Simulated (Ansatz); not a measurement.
# HfGe2As4 bilayer (AA') in a perpendicular field

What dipole does a perpendicular field induce in the HfGe2As4 bilayer (AA'), and does the gap follow? A positive field points along +c.

Program: Ansatz 0.2.0. Level of theory: plane-wave DFT, r2SCAN-D4, Ansatz PAW. Results are calculated unless marked as measured.

**1. Set-up**

The cell holds 14 atoms: 8 As, 4 Ge and 2 Hf. Cell: a = 3.730 Å, b = 3.730 Å, c = 76.041 Å, α = 90.0°, β = 90.0°, γ = 120.0°. Regions: layer 1: HfGe2As4, 7 atoms (4 As, 2 Ge and 1 Hf); layer 2: HfGe2As4, 7 atoms (4 As, 2 Ge and 1 Hf). Vacuum lies along c.

**2. Relaxing the slab**

The starting cell is a guess, so the in-plane lattice and the atoms are relaxed first, with the slab cut off from its images along the normal.

input.yaml

```yaml
crystal:
  lattice:
    - [3.73, 0.0, 0.0]
    - [-1.865, 3.2302747561, 0.0]
    - [0.0, 0.0, 76.0406851175]
  atoms:
    - { symbol: As, position: [0.0, 0.0, 0.3517853628] }
    - { symbol: Ge, position: [0.3333333333, 0.6666666667, 0.3631345326] }
    - { symbol: As, position: [0.3333333333, 0.6666666667, 0.3936445155] }
    - { symbol: Hf, position: [0.0, 0.0, 0.4160295404] }
    - { symbol: As, position: [0.3333333333, 0.6666666667, 0.4384145653] }
    - { symbol: Ge, position: [0.3333333333, 0.6666666667, 0.4689245482] }
    - { symbol: As, position: [0.0, 0.0, 0.480273718] }
    - { symbol: As, position: [0.3333333333, 0.6666666667, 0.519726282] }
    - { symbol: Ge, position: [0.0, 0.0, 0.5310754518] }
    - { symbol: As, position: [0.0, 0.0, 0.5615854347] }
    - { symbol: Hf, position: [0.3333333333, 0.6666666667, 0.5839704596] }
    - { symbol: As, position: [0.0, 0.0, 0.6063554845] }
    - { symbol: Ge, position: [0.0, 0.0, 0.6368654674] }
    - { symbol: As, position: [0.3333333333, 0.6666666667, 0.6482146372] }
  periodic: [true, true, false]
kpoints:
  mp_grid: { grid: [12, 12, 1] }
hamiltonian:
  xc: r2scan
  dispersion: d4
scf:
  occupations: { method: fermi_dirac, width: 0.05 }
  convergence: { dr2_threshold: 1.0e-09 }
relax:
  f_tol: 0.004
  max_steps: 90
  cell: {}
output:
  write_potential: true
  write_density: true
  volumetric_format: npy
```

The run is started by

```sh
> ansatz run input.yaml --threads 4 --pin off --max-ram 12288MiB --backend cpu --events-out ev --progress --plain --runs-dir out
```

Numbers of over 12 decimals in the logs are rounded to 6 here.

The program printed:

```text
Warning: relax.cell: scf.convergence.dr2_threshold = 1e-9 eV is looser than the 1.32213149528e-10 eV advised for a relaxation that steers and ends on the stress (1e-10 eV for each atom of the cell: 14, times the square of relax.cell.stress_2d_tol = 0.05 N/m over 32.5 Å (the atoms' height at the walk's start and 5 Å past either face), 1.537e-2 GPa, over a crystal's default 0.05). What an SCF threshold leaves in a stress goes as its square root, and in the free energy as the threshold itself, and one threshold admits the most on a small cell: [figures from the program's tests cut] Set scf.convergence.dr2_threshold to 1.32213149528e-10 eV or tighter. [rest of the remark cut]
Engine: ansatz 0.2.0, aarch64-unknown-linux-gnu
Pseudopotentials: kind: paw
Pseudopotential: As, paw, valence charge 15, recommended cutoff 500 eV (meta_gga), As.paw.azcp
Pseudopotential: Ge, paw, valence charge 14, recommended cutoff 500 eV (meta_gga), Ge.paw.azcp
Pseudopotential: Hf, paw, valence charge 26, recommended cutoff 500 eV (meta_gga), Hf.paw.azcp
Functional definition: r2SCAN
  parameter k0 = 0.174
  parameter k1 = 0.065
  parameter a1 = 4.9479
  exchange = r2scan_x(k0 = k0, k1 = k1, a1 = a1)
  correlation = r2scan_c
Crystal: 14 atoms, lattice volume = 916.208 Å³
Basis set: ecut = 500 eV, 23221 PW (Γ), exchange–correlation on 120×120×2304 points (64 copies of the dense FFT grid, shifted against one another)
Bands: 137, of which v1, the nominal top of the filled ones, is band 114 counted from 1 (113 counted from 0)
Symmetry: 12 space group operations
Space group: P-3m1 (ITA 164), of the structure as read, at distance tolerance 9.7e-5 Å
k-points: 19 of 144
Non-local potential: As, projectors of the file, l = 0: 2, l = 1: 2, l = 2: 3, l = 3: 1
Non-local potential: Ge, projectors of the file, l = 0: 2, l = 1: 2, l = 2: 3, l = 3: 1
Non-local potential: Hf, projectors of the file, l = 0: 3, l = 1: 2, l = 2: 2, l = 3: 3
PAW form: soft (Blöchl's): semilocal exchange-correlation on the pseudo side does not see the compensation charge
PAW frozen core: As, regenerated for the run's functional (the file was generated under x = pbe(κ = 0.804, μ = 0.219515), c = pbe(β = 0.066725))
PAW frozen core: Ge, regenerated for the run's functional (the file was generated under x = pbe(κ = 0.804, μ = 0.219515), c = pbe(β = 0.066725))
PAW frozen core: Hf, regenerated for the run's functional (the file was generated under x = pbe(κ = 0.804, μ = 0.219515), c = pbe(β = 0.066725))
PAW one-centre angular grid: As, 590 points (default); XC on 160 Gauss nodes
PAW one-centre angular grid: Ge, 590 points (default); XC on 160 Gauss nodes
PAW one-centre angular grid: Hf, 974 points (default); XC on 160 Gauss nodes
Initial density: superposition of atomic densities (neutral atoms: chi_scale 0, normalization atom), corrected by the library's trained network
Initial wavefunctions: pseudopotential atomic-orbital guess
Functional: x = r2scan, c = r2scan; τ floored in thin density (d = 2e-4 eV/Å³)
SCF iter   1: F=—  HF=-87597.451307 eV  |F-HF|=—  |Δ(HF+E_count)|=         —  Δρ=4.51e-3  dr2=2.73e-1  dr2_τ=1.10e-1  ethr=1.77e-3  ⟨swp⟩=9.7  Hψ=13234  notcnv=0  defer=135
preconditioner: auto → LDOS  [metal: Δε(μ)=0.011 eV  Ē_g=11.637 eV  σ=0.050 eV  W_gap=0.05  n_scr=190 (ndim 8)  ℏωp=11.8 eV  f_vac=0.660  D(μ)=2.29/eV (n_scr^D=16)  β→1.0]
SCF iter   2: F=—  HF=-87597.648721 eV  |F-HF|=—  |Δ(HF+E_count)|=   1.97e-1  Δρ=3.17e-3  dr2=2.48e-1  dr2_τ=9.14e-3  ethr=1.20e-4  ⟨swp⟩=3.7  Hψ=6480  notcnv=0  defer=268
SCF iter   3: F=—  HF=-87597.528469 eV  |F-HF|=—  |Δ(HF+E_count)|=   1.20e-1  Δρ=1.04e-3  dr2=2.52e-2  dr2_τ=2.50e-3  ethr=1.09e-4  ⟨swp⟩=3.3  Hψ=5229  notcnv=0  defer=268
SCF iter   4: F=—  HF=-87597.519543 eV  |F-HF|=—  |Δ(HF+E_count)|=   8.93e-3  Δρ=3.68e-4  dr2=3.11e-3  dr2_τ=1.11e-4  ethr=1.10e-5  ⟨swp⟩=3.3  Hψ=5889  notcnv=0  defer=268
SCF iter   5: F=—  HF=-87597.518749 eV  |F-HF|=—  |Δ(HF+E_count)|=   7.94e-4  Δρ=1.02e-4  dr2=2.39e-4  dr2_τ=3.32e-6  ethr=1.37e-6  ⟨swp⟩=3.0  Hψ=4992  notcnv=0  defer=266
SCF iter   6: F=—  HF=-87597.518779 eV  |F-HF|=—  |Δ(HF+E_count)|=   3.09e-5  Δρ=4.86e-5  dr2=7.66e-5  dr2_τ=1.61e-6  ethr=1.05e-7  ⟨swp⟩=3.9  Hψ=5570  notcnv=0  defer=266
SCF iter   7: F=—  HF=-87597.518780 eV  |F-HF|=—  |Δ(HF+E_count)|=   1.02e-6  Δρ=1.80e-5  dr2=4.84e-6  dr2_τ=7.70e-8  ethr=3.36e-8  ⟨swp⟩=3.5  Hψ=4467  notcnv=0  defer=266
SCF iter   8: F=—  HF=-87597.519062 eV  |F-HF|=—  |Δ(HF+E_count)|=   2.82e-4  Δρ=7.30e-6  dr2=1.52e-6  dr2_τ=1.37e-8  ethr=2.12e-9  ⟨swp⟩=3.3  Hψ=5692  notcnv=0  defer=266
SCF iter   9: F=—  HF=-87597.519062 eV  |F-HF|=—  |Δ(HF+E_count)|=   1.78e-7  Δρ=2.07e-6  dr2=7.58e-8  dr2_τ=1.10e-9  ethr=6.67e-10  ⟨swp⟩=3.5  Hψ=4420  notcnv=0  defer=266
SCF iter  10: F=—  HF=-87597.519062 eV  |F-HF|=—  |Δ(HF+E_count)|=   4.50e-8  Δρ=8.28e-7  dr2=1.32e-8  dr2_τ=2.32e-10  ethr=3.33e-11  ⟨swp⟩=3.5  Hψ=5063  notcnv=0  defer=266
SCF iter  11: F=-87597.519062 eV  HF=-87597.519062 eV  |F-HF|=8.73e-11  |Δ(HF+E_count)|=   1.14e-8  Δρ=4.14e-7  dr2=9.55e-10  dr2_τ=3.78e-11  ethr=1.00e-12  ⟨swp⟩=9.8  Hψ=20852  notcnv=0
SCF 1 converged in 11 iterations: F = -87597.519062 eV  dr2 = 9.55e-10
  greatest PAW one-centre occupation: 0.999 electrons in one spin orbital (limit 2), on the As atom at site 7 (counted from 0), in its partial waves of l = 2
relax step   1: F+E_penalty+E_count = -87597.51906232 eV  Δ(F+E_penalty+E_count) = +0.000e0 eV  max|allowed force component| = 2.613e0 eV/Å  Δτ_max = 0.0000 Å  P = +16.583 N/m  Ω = 916.208 Å³  fix = [c, alpha, beta]  reactions: c +0.000 N/m  (11 SCF iters, accepted)
Crystal: 14 atoms, lattice volume = 922.233 Å³
Basis set: ecut = 500 eV, 23293 PW (Γ), exchange–correlation on 120×120×2304 points (64 copies of the dense FFT grid, shifted against one another)
Initial density: handed on by an earlier stage of this run
Initial wavefunctions: those handed on with the density
iter 1 solved again at ethr=4.13e-4 eV; its pass at ethr=3.10e-3 eV (dr2=9.42e-1 eV) is discarded
SCF iter   1: F=—  HF=-87599.089418 eV  |F-HF|=—  |Δ(HF+E_count)|=         —  Δρ=7.44e-3  dr2=9.44e-1  dr2_τ=5.39e-1  ethr=4.13e-4  ⟨swp⟩=5.9  Hψ=12606  notcnv=0  defer=2
preconditioner: auto → LDOS  [metal: Δε(μ)=0.116 eV  Ē_g=11.358 eV  σ=0.050 eV  W_gap=0.50  n_scr=190 (ndim 8)  ℏωp=11.7 eV  f_vac=0.657  D(μ)=1.78/eV (n_scr^D=14)  β→1.0]
SCF iter   2: F=—  HF=-87599.741727 eV  |F-HF|=—  |Δ(HF+E_count)|=   6.52e-1  Δρ=5.66e-3  dr2=1.16e0  dr2_τ=3.33e-2  ethr=4.13e-4  ⟨swp⟩=7.0  Hψ=6707  notcnv=0  defer=34
[...]
SCF iter   2: F=—  HF=-87599.777050 eV  |F-HF|=—  |Δ(HF+E_count)|=   5.99e-4  Δρ=1.24e-5  dr2=7.83e-7  dr2_τ=6.82e-8  ethr=6.68e-10  ⟨swp⟩=5.4  Hψ=8247  notcnv=0
SCF iter   3: F=—  HF=-87599.777029 eV  |F-HF|=—  |Δ(HF+E_count)|=   2.13e-5  Δρ=4.96e-6  dr2=3.67e-7  dr2_τ=3.42e-8  ethr=3.43e-10  ⟨swp⟩=3.4  Hψ=5793  notcnv=0
SCF iter   4: F=—  HF=-87599.777048 eV  |F-HF|=—  |Δ(HF+E_count)|=   1.97e-5  Δρ=2.00e-6  dr2=4.02e-7  dr2_τ=3.30e-9  ethr=1.61e-10  ⟨swp⟩=3.7  Hψ=6057  notcnv=0
SCF iter   5: F=—  HF=-87599.777050 eV  |F-HF|=—  |Δ(HF+E_count)|=   2.24e-6  Δρ=7.47e-7  dr2=1.93e-8  dr2_τ=6.82e-10  ethr=1.61e-10  ⟨swp⟩=2.9  Hψ=3512  notcnv=0
SCF iter   6: F=—  HF=-87599.777051 eV  |F-HF|=—  |Δ(HF+E_count)|=   1.42e-7  Δρ=3.46e-7  dr2=7.45e-9  dr2_τ=7.72e-11  ethr=8.45e-12  ⟨swp⟩=4.1  Hψ=6791  notcnv=0
iter 7 met the thresholds in force, and the SCF goes on: an eigenvalue changes by 1.29 meV, over its tolerance of 1.18 meV (output.eigenvalues, Limitations)
SCF iter   7: F=-87599.777051 eV  HF=-87599.777051 eV  |F-HF|=3.61e-9  |Δ(HF+E_count)|=   5.06e-9  Δρ=1.96e-7  dr2=6.03e-10  dr2_τ=3.12e-11  ethr=1.00e-12  ⟨swp⟩=14.2  Hψ=21451  notcnv=0
iter 8 met the thresholds in force, and the SCF goes on: an eigenvalue changes by 1.25 meV, over its tolerance of 1.04 meV (output.eigenvalues, Limitations)
SCF iter   8: F=-87599.777051 eV  HF=-87599.777051 eV  |F-HF|=4.80e-10  |Δ(HF+E_count)|=  1.46e-11  Δρ=1.01e-7  dr2=1.41e-10  dr2_τ=7.58e-12  ethr=1.00e-12  ⟨swp⟩=7.3  Hψ=14358  notcnv=0
Mixer restart at iter 8: flushing history
SCF iter   9: F=-87599.777051 eV  HF=-87599.777051 eV  |F-HF|=6.53e-9  |Δ(HF+E_count)|=  7.42e-10  Δρ=1.48e-7  dr2=3.88e-9  dr2_τ=5.30e-12  ethr=1.00e-12  ⟨swp⟩=2.0  Hψ=3004  notcnv=0  κ⁻¹=1.0e0(r=1)
SCF iter  10: F=-87599.777051 eV  HF=-87599.777051 eV  |F-HF|=2.55e-9  |Δ(HF+E_count)|=   1.56e-9  Δρ=8.95e-8  dr2=3.23e-9  dr2_τ=1.53e-12  ethr=1.00e-12  ⟨swp⟩=2.1  Hψ=2861  notcnv=0  κ⁻¹=5.4e-2(r=2)
SCF iter  11: F=-87599.777051 eV  HF=-87599.777051 eV  |F-HF|=4.66e-10  |Δ(HF+E_count)|=  7.13e-10  Δρ=2.92e-8  dr2=9.32e-11  dr2_τ=5.03e-13  ethr=1.00e-12  ⟨swp⟩=9.7  Hψ=16268  notcnv=0
SCF 10 converged in 11 iterations: F = -87599.777051 eV  dr2 = 9.32e-11
relax step  10: F+E_penalty+E_count = -87599.77705059 eV  Δ(F+E_penalty+E_count) = -3.104e-3 eV  max|allowed force component| = 5.450e-4 eV/Å  Δτ_max = 0.0000 Å  P = +0.018 N/m  Ω = 965.683 Å³  fix = [c, alpha, beta]  reactions: c +0.000 N/m  stress off target by 1.84e-2 N/m on what of the cell is left free  SCF on the basis re-selected at this cell (its energy is not comparable with the rows above)  (11 SCF iters)
basis re-selected at this cell: Δ(F+E_penalty+E_count) = -3.104e-3 eV, ΔP = +0.018 N/m vs the last step (what re-selecting the basis moved, of the pressure what is left beyond the Pulay correction that the steps carried, after the strain that the cell walked since its last selection, with what the two solves' SCF thresholds leave and, on support functions, any second-order correction that the steps lacked; it is no m [...]
WARN: The output density's exchange-correlation potential varies sharply where the density is thin. Do not read a vacuum level from v_tot or v_xc, or from such a field of the output density. On a cell that repeats whose density bears no net charge and no dipole along the vacuum's axis use v_es (v_loc + v_h of the components); under efield.dipole_correction with no amplitude use v_es + v_field, which holds any externa [...]
SCF converged after 11 iterations
an eigenvalue changed by more than its tolerance at an iteration that met the thresholds in force, so the SCF went on 2 times, its first undamped step at iteration 8: the last check found none over its tolerance
Free energy (F): -87599.777051 eV
Harris-Foulkes:  -87599.777051 eV  (|F-HF|=4.66e-10)
Internal energy: -87599.773351 eV  (E = F + TS)
E sigma→0 (E₀):  -87599.775201 eV
Entropy (-TS):   -0.003700 eV (-0.264 meV/atom)
Fermi energy:    -5.199568 eV
--- Per-component energies (eV) ---
  E_band       = -6384.064585
  E_kinetic    = 2114.313503
  E_local      = -3912987.274880  (includes V_loc(G=0)·N_el)
  E_nonlocal   = -6178.410682
  E_hartree    = 1954406.968683
  E_xc         = -1436.251662
  E_vxc        = -1532.407481  (∫ρ·V_xc dr)
  E_paw        = -36819.880831  (= ΣΔE_a)
  E_vpaw       = 3306.289397  (= ΣTr[D̂ρ^β])
  E_aug_tail   = 0.000007  (compensation charges beyond the density's cutoff)
  E_vtau       = 79.502699  (kinetic-family band-sum trace: ∫τ·v_τ [+ j·A + Jᵃ·Aᵃ] dr)
  E_ewald      = 1913317.629944
  E_disp       = -1.508153  (pairwise vdW)
  E_core_change = -15.359281  (= ΣΔE_core)
  E_smearing   = -0.003700  (= −TS)
  E_closure    = 0.000000  (closes the sum)
  Σ components = -87599.777051   (vs F -87599.777051, Δ=0.00e0)
--- Forces (eV/Å), atoms counted from 1 ---
  atom   1  As     0.00000000    -0.00000000    -0.00018437
  atom   2  Ge    -0.00000000    -0.00000000     0.00031665
  atom   3  As    -0.00000000    -0.00000000    -0.00012286
  atom   4  Hf    -0.00000000    -0.00000000    -0.00004649
  atom   5  As     0.00000000    -0.00000000     0.00036730
  atom   6  Ge     0.00000000    -0.00000000    -0.00054502
  atom   7  As     0.00000000     0.00000000     0.00005414
  atom   8  As    -0.00000000     0.00000000    -0.00005414
  atom   9  Ge     0.00000000     0.00000000     0.00054502
  atom  10  As     0.00000000     0.00000000    -0.00036730
  atom  11  Hf    -0.00000000     0.00000000     0.00004649
  atom  12  As    -0.00000000     0.00000000     0.00012286
  atom  13  Ge     0.00000000     0.00000000    -0.00031665
  atom  14  As     0.00000000     0.00000000     0.00018437
  max |Σ_I F_I| component: 4.39e-17 eV/Å
--- 2D stress c σ (N/m, compression-positive) ---
        0.018436       0.000000       0.000000
       -0.000000       0.018436       0.000000
        0.000000       0.000000       0.000000
  P = ½ c Tr σ = 0.0184 N/m
--- Band table (eV; the first three rows and the last of 19) ---
  k-point 0: bands = [... 110 lower, -5.2991, -5.2991, -5.2843, -5.2843, -4.5981, -4.1455, -3.9535, -3.6047, ... 19 higher]
  k-point 1: bands = [... 110 lower, -5.4850, -5.4722, -5.4293, -5.4138, -4.2022, -3.8831, -3.3107, -3.1754, ... 19 higher]
  k-point 2: bands = [... 110 lower, -5.9094, -5.7426, -5.7265, -5.6786, -4.1583, -4.0987, -3.1376, -3.0005, ... 19 higher]
  k-point 18: bands = [... 110 lower, -6.8138, -6.8138, -5.9491, -5.9491, -3.6374, -3.5826, -3.5070, -3.5070, ... 19 higher]
  the weakly bound empty levels are not read free of the cell's end (no_gap_told)
--- Relaxed structure (9 steps of the walk, 8 accepted, 1 SCFs on fresh bases) ---
  F+E_penalty+E_count = -87599.77705059 eV   max|allowed force component| = 5.450e-4 eV/Å   (the final SCF, on the basis selected at the relaxed cell)
  cell:  # Å, volume = 965.6825 Å³
    - [3.829384, 0, 0]
    - [-1.914692, 3.316343, 0]
    - [0, 0, 76.0406851175]
  atoms:
    - { symbol: As, position: [9.251858539620057e-18, -5.0885221963063356e-17, 0.346955] }
    - { symbol: Ge, position: [0.333333, 0.666667, 0.361338] }
    - { symbol: As, position: [0.333333, 0.666667, 0.393035] }
    - { symbol: Hf, position: [9.251858539620079e-18, -5.088522196306334e-17, 0.412986] }
    - { symbol: As, position: [0.333333, 0.666667, 0.432904] }
    - { symbol: Ge, position: [0.333333, 0.666667, 0.464597] }
    - { symbol: As, position: [9.251858539620057e-18, -5.0885221963063356e-17, 0.478967] }
    - { symbol: As, position: [0.333333, 0.666667, 0.521033] }
    - { symbol: Ge, position: [9.251858539620002e-18, -5.088522196306344e-17, 0.535403] }
    - { symbol: As, position: [9.251858539620008e-18, -5.088522196306344e-17, 0.567096] }
    - { symbol: Hf, position: [0.333333, 0.666667, 0.587014] }
    - { symbol: As, position: [9.251858539620002e-18, -5.088522196306344e-17, 0.606965] }
    - { symbol: Ge, position: [9.251858539620011e-18, -5.088522196306345e-17, 0.638662] }
    - { symbol: As, position: [0.333333, 0.666667, 0.653045] }
```

Run time: 23 min. Hardware: 4 threads of Arm Neoverse V1, shared host; peak memory 6.9 GiB; 1.5 h of CPU time.

Step by step:

```
step  energy less that of the first step (eV)  largest force component (eV/Å)  volume (Å³)
   1                                   0.0000                          2.6134       916.21
   2                                  -1.9633                          0.3783       922.23
   3                                  -2.1999                          0.4141       966.76
   4                                  -2.2513                          0.0661       967.68
   5                                  -2.2540                          0.0164       966.65
   6                                  -2.2548                          0.0107       965.57
   7                                  -2.2533                          0.1069       965.96
   8                                  -2.2549                          0.0006       965.76
   9                                  -2.2549                          0.0005       965.68
 10*                                  -2.2580                          0.0005       965.68
```

Relaxation steps marked * repeat the geometry before them on a plane-wave basis chosen anew for their cell, so energy and pressure can jump there. Relaxation step 7 was tried and not accepted.

Forces are held to the 12 operations that the run works with; a distortion that breaks them can't arise in this run.

```
cell as run  before  after  change
      a (Å)   3.730  3.829  +2.7 %
      b (Å)   3.730  3.829  +2.7 %
```

The atoms that moved most (Å, along periodic axes as changes of fractional coordinates times the final cell, across vacuum about the mean position):

```
atom     dx     dy      dz  length
 As5  0.000  0.000  -0.419   0.419
As10  0.000  0.000   0.419   0.419
 As1  0.000  0.000  -0.367   0.367
As14  0.000  0.000   0.367   0.367
 Ge9  0.000  0.000   0.329   0.329
 Ge6  0.000  0.000  -0.329   0.329
Hf11  0.000  0.000   0.231   0.231
 Hf4  0.000  0.000  -0.231   0.231
```

This step gave:

```yaml
energy_at_zero_smearing: -87599.7752 eV
```

The lattice constant a goes from 3.730 to 3.829 Å.

[end of part 1 of 3]

[Logs are printed without paths, hosts, clocks, repeated set-up lines and the standing remarks that a program may print on its own settings, such as how far it seeks lower states.]

[Hosts, paths, dates, database ids (printed as entryN), source tags and the programs' standing remarks are cut or masked in the printed files.]

[Maps of the electrostatic potential energy from Ansatz leave out the sawtooth potential of an applied field or a dipole correction, so their vacuum need not be flat; planar profiles and work functions include it.]
